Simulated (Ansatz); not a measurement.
# EuO (Fm-3m): scan of the Hubbard U

What does the Hubbard U change in EuO (Fm-3m)? The task is a scan of the Hubbard U, for EuO (Fm-3m).

Program: Ansatz 0.2.0, driven from Python. Level of theory: DFT LDA+U, plane waves, PAW. These are calculated values, not measurements.

## (1) The system

Symmetry: Fm-3m, No. 225, cubic system. Conventional cell: a = 5.144 Å, b = 5.144 Å, c = 5.144 Å, α = 90.00°, β = 90.00°, γ = 90.00°. Eu (site symmetry m-3m) has 6 O at 2.57 Å as nearest neighbours. Around O (site symmetry m-3m) lie 6 Eu at 2.57 Å.

The script holds or builds the structure itself.

## (2) The script

Contents of plus_u.py:

```python
'''How the states of EuO follow the Hubbard U.'''

import ansatz as az
import numpy as np


def count_gap(report):
    # lowest empty less highest filled band, counting bands; zero where they overlap
    return max(report.get('gap_by_band_count_ev') or 0.0, 0.0)

vectors = np.array([
    [0.0, 2.57195, 2.57195],
    [2.57195, 0.0, 2.57195],
    [2.57195, 2.57195, 0.0],
])
xtal = (
    az.Lattice.of(vectors)
    .atom('Eu', (0.0, 0.0, 0.0))
    .atom('O', (0.5, 0.5, 0.5))
    .moments(Eu=7)
)

model = xtal.calculation()
model = model.functional('lda')
model = model.basis(450).kpoints(9, 9, 9)
model = model.occupations('fermi_dirac')
model = model.spin(az.SpinTreatment.COLLINEAR)
model = model.band_table()
rows = []
for u in [0.0, 2.0, 4.0, 6.0]:
    report = model.hubbard('Eu', 'f', u_eff=u).run(threads=1).report
    shell = report['hubbard']['n_scf']
    rows.append((u, count_gap(report), sum(shell) / len(shell), max(abs(m) for m in report['site_moments_mub']), report['n_iterations']))
for row in rows:
    print('; '.join(f'{name} = {round(v, 4) if isinstance(v, float) else v}' for name, v in zip(['U_eff eV', 'gap by band count eV', 'Eu f occupation (projector)', 'largest moment muB', 'iterations'], row)))
```

## (3) The calls as engine input

The package turns the script's settings into the engine's input (first run):

```yaml
crystal:
  lattice:
    - [0.0, 2.57195, 2.57195]
    - [2.57195, 0.0, 2.57195]
    - [2.57195, 2.57195, 0.0]
  atoms:
    - { symbol: Eu, position: [0.0, 0.0, 0.0] }
    - { symbol: O, position: [0.5, 0.5, 0.5] }
basis:
  ecutwfc: 450.0
kpoints:
  mp_grid:
    grid: [9, 9, 9]
hamiltonian:
  xc: lda
  hubbard:
    - { species: Eu, l: f, u_eff: 0.0 }
magnetization:
  spin_polarized: true
  per_species:
    Eu: 7.0
scf:
  occupations:
    method: fermi_dirac
output:
  eigenvalues: true
```

## (4) The run

Run with:

```sh
$ python plus_u.py
```

What it wrote:

```text
U_eff eV = 0.0; gap by band count eV = 0.0; Eu f occupation (projector) = 6.7605; largest moment muB = 6.5723; iterations = 14
U_eff eV = 2.0; gap by band count eV = 0.0; Eu f occupation (projector) = 6.8543; largest moment muB = 6.6592; iterations = 15
U_eff eV = 4.0; gap by band count eV = 0.0; Eu f occupation (projector) = 6.9225; largest moment muB = 6.7123; iterations = 15
U_eff eV = 6.0; gap by band count eV = 0.2807; Eu f occupation (projector) = 6.9609; largest moment muB = 6.7425; iterations = 15
```

Wall time 45 s (1 thread of Arm Neoverse V1, shared host); peak memory 0.48 GiB.

## (5) Inputs of later runs

The engine's inputs for the other runs:

Run 2, against run 1:

```diff
@@ -17 +17 @@
-    - { species: Eu, l: f, u_eff: 0.0 }
+    - { species: Eu, l: f, u_eff: 2.0 }
```

Run 3, against run 1:

```diff
@@ -17 +17 @@
-    - { species: Eu, l: f, u_eff: 0.0 }
+    - { species: Eu, l: f, u_eff: 4.0 }
```

Run 4, against run 1:

```diff
@@ -17 +17 @@
-    - { species: Eu, l: f, u_eff: 0.0 }
+    - { species: Eu, l: f, u_eff: 6.0 }
```

A comment line of the script is reworded here; the code is as run.

## (6) What each run gave

One row for each of the 4 runs:

```
run  U (eV)  energy (eV/atom)  moment (μB/cell)  SCF cycles  CPU time (s)
  1     0.0        -4562.1240              6.89          14           7.1
  2     2.0        -4562.0000              6.98          15            12
  3     4.0        -4561.9207              7.00          15            12
  4     6.0        -4561.8709              7.00          15            12
```

Energies are free energies F = E - TS of the smeared occupations. Totals under unlike functionals or potentials can't be compared directly.

## (7) What came out

| quantity | value |
| --- | --- |
| runs compared | 4 |

From U = 0 to 6 eV the largest site moment goes from 6.57 to 6.74 μB. Caveats:
- Open f shells: with a Hubbard U, without spin-orbit coupling; the state reached hangs on the start and needn't be the lowest.
- Shell occupations and the effect of U depend on the projectors; a run with no .spin step is spin-unpolarised, and each U may end in a state that isn't the lowest.
